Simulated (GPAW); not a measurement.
Crystal: MoS2.

```xyz
3
Lattice="3.2275 0.0000 0.0000 -1.6137 2.7951 0.0000 0.0000 0.0000 6.3125" Properties=species:S:1:pos:R:3 pbc="T T T"
Mo    0.0000    0.0000    3.1562
S     1.6137    0.9317    4.7008
S     0.0000    1.8634    1.6117
```

Measurements of this composition are mostly on another form, of space group No. 194.

| Quantity | Value |
| --- | --- |
| Program | GPAW 26.7.0 |
| Task | relaxation of cell and atoms |
| Functional | PBE |
| Dispersion | D3(BJ) |
| Potentials or basis | GPAW PAW data sets (gpaw-data 1.2.1) |
| Cutoff | 600 eV |
| Basis | pw |
| k mesh | 7 × 7 × 3 |
| Occupations | fermi-dirac, width 0.05 eV |
| Spin | no spin polarisation |

At the start: pressure -2.2 GPa; volume 18.98 Å³/atom.

Task: How do energy, volume and symmetry change on relaxing?

Result: Over 7 steps the energy falls by 25.0 meV/atom and the volume is 16.87 Å³/atom (-11.1 %); space group P-3m1 (No. 164, to 0.05 Å).

Step by step:
| step | energy change (eV) | largest force (eV/Å) | pressure (GPa) | volume (Å³) |
| --- | --- | --- | --- | --- |
| 1 | 0.0000 | 0.2677 | -2.16 | 56.94 |
| 2 | -0.0055 | 0.2539 | -2.05 | 56.74 |
| 3 | -0.0431 | 0.0500 | -0.25 | 53.77 |
| 4 | -0.0438 | 0.0528 | -0.23 | 53.73 |
| 5 | -0.0722 | 0.1622 | 1.28 | 50.90 |
| 6 | -0.0740 | 0.1232 | 0.81 | 50.77 |
| 7 | -0.0750 | 0.0438 | 0.26 | 50.61 |

Final structure:
```
Mo S
1.0
     3.18219    0.00000    0.00000
    -1.59110    2.75586    0.00000
     0.00000    0.00000    5.77079
Mo S
1 2
Direct
  0.00000 0.00000 0.50000
  0.66667 0.33333 0.77119
  0.33333 0.66667 0.22881
```

Caveat: later steps reuse the first step's grids.
